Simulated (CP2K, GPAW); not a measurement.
Given: the input of a run of CP2K 2026.2 on Zn (Zinc). 

Contents of zn_scf.inp:

```
&GLOBAL
  PROJECT zn_scf
  RUN_TYPE ENERGY_FORCE
  PRINT_LEVEL LOW
&END GLOBAL
&FORCE_EVAL
  METHOD QS
  STRESS_TENSOR ANALYTICAL
  &DFT
    BASIS_SET_FILE_NAME BASIS_MOLOPT_UZH
    POTENTIAL_FILE_NAME POTENTIAL_UZH
    &MGRID
      CUTOFF 450
      REL_CUTOFF 60
      NGRIDS 5
    &END MGRID
    &QS
      METHOD GPW
      EPS_DEFAULT 1.0E-10
    &END QS
    &KPOINTS
      SCHEME MONKHORST-PACK 11 11 6
      GAMMA_CENTERED T
      SYMMETRY T
      SYMMETRY_BACKEND SPGLIB
    &END KPOINTS
    &SCF
      SCF_GUESS ATOMIC
      EPS_SCF 1.0E-6
      MAX_SCF 100
      ADDED_MOS 10
      CHOLESKY OFF
      EPS_EIGVAL 1.0E-7
      &DIAGONALIZATION ON
        ALGORITHM STANDARD
      &END DIAGONALIZATION
      &MIXING ON
        METHOD BROYDEN_MIXING
        ALPHA 0.4
        BETA 1.5
        NBUFFER 8
      &END MIXING
      &SMEAR ON
        METHOD GAUSSIAN
        SIGMA [eV] 0.05
      &END SMEAR
    &END SCF
    &XC
      &XC_FUNCTIONAL
        &GGA_X_PBE
        &END GGA_X_PBE
        &GGA_C_PBE
        &END GGA_C_PBE
      &END XC_FUNCTIONAL
    &END XC
    &PRINT
      &KPOINTS ON
      &END KPOINTS
      &MULLIKEN ON
      &END MULLIKEN
      &MO ON
        ENERGIES T
        OCCUPATION_NUMBERS T
        &EACH
          QS_SCF 0
        &END EACH
        ADD_LAST NUMERIC
      &END MO
    &END PRINT
  &END DFT
  &SUBSYS
    &CELL
      ABC 2.6700000000 2.6700000000 4.9660000000
      ALPHA_BETA_GAMMA 90.0000000000 90.0000000000 120.0000000000
      PERIODIC XYZ
    &END CELL
    &COORD
      Zn  1.3350000001 0.7707626093 3.7245000000
      Zn  -0.0000000001 1.5415252188 1.2415000000
    &END COORD
    &KIND Zn
      BASIS_SET TZVP-MOLOPT-PBE-GTH-q12
      POTENTIAL GTH-PBE-q12
    &END KIND
    &PRINT
      &ATOMIC_COORDINATES ON
      &END ATOMIC_COORDINATES
      &CELL ON
      &END CELL
    &END PRINT
  &END SUBSYS
  &PRINT
    &FORCES ON
    &END FORCES
    &STRESS_TENSOR ON
    &END STRESS_TENSOR
  &END PRINT
&END FORCE_EVAL
```

Potentials or basis: POTENTIAL_UZH Zn GTH-PBE-q12; TZVP-MOLOPT-PBE-GTH basis.

Launch:

```sh
$ OMP_NUM_THREADS=1 cp2k.psmp -i zn_scf.inp -o zn_scf.out
```

Q: What does the same run look like in GPAW 26.7.0 (ASE script)? Potentials or basis there: GPAW PAW data sets (gpaw-data 1.2.1), cutoff 600 eV.

A: As run (cutoffs and basis follow the program's own potentials, and thresholds, step limits or extra output files can differ):

run.py

```python
from ase.dft.bandgap import bandgap
from ase.io import read, write
from ase.units import GPa
from gpaw import GPAW, PW

atoms = read('POSCAR')

calc = GPAW(mode=PW(600),
            xc='PBE',
            kpts={'size': (11, 11, 6), 'gamma': True},
            occupations={'name': 'methfessel-paxton', 'order': 0, 'width': 0.05},
            nbands=21,
            convergence={'density': 1e-05, 'energy': 1e-05},
            maxiter=150,
            txt='gpaw.txt')
atoms.calc = calc
energy = atoms.get_potential_energy()
forces = atoms.get_forces()
stress = atoms.get_stress()
calc.write('gs.gpw')
write('result.traj', atoms)
print(f'Energy: {energy:.6f} eV')
print('Forces (eV/A):')
print(forces.round(4))
print('Stress (GPa):', (stress / GPa).round(3))
print('Fermi level:', round(calc.get_fermi_level(), 4), 'eV')
print(f'Gap: {bandgap(calc)[0]:.4f} eV, direct: {bandgap(calc, direct=True)[0]:.4f} eV')
```

POSCAR

```
Zn
1.0
    2.6700000000      0.0000000000      0.0000000000
   -1.3350000000      2.3122878281      0.0000000000
    0.0000000000      0.0000000000      4.9660000000
Zn
2
Direct
    0.6666666667      0.3333333333      0.7500000000
    0.3333333333      0.6666666667      0.2500000000
```

Potentials or basis: GPAW PAW data sets (gpaw-data 1.2.1), pw.

Launch:

```console
$ OMP_NUM_THREADS=1 python run.py
```

Both were run:

|  | CP2K | GPAW |
| --- | --- | --- |
| Pressure | -0.3 GPa | -1.0 GPa |

Pressure is positive in compression.
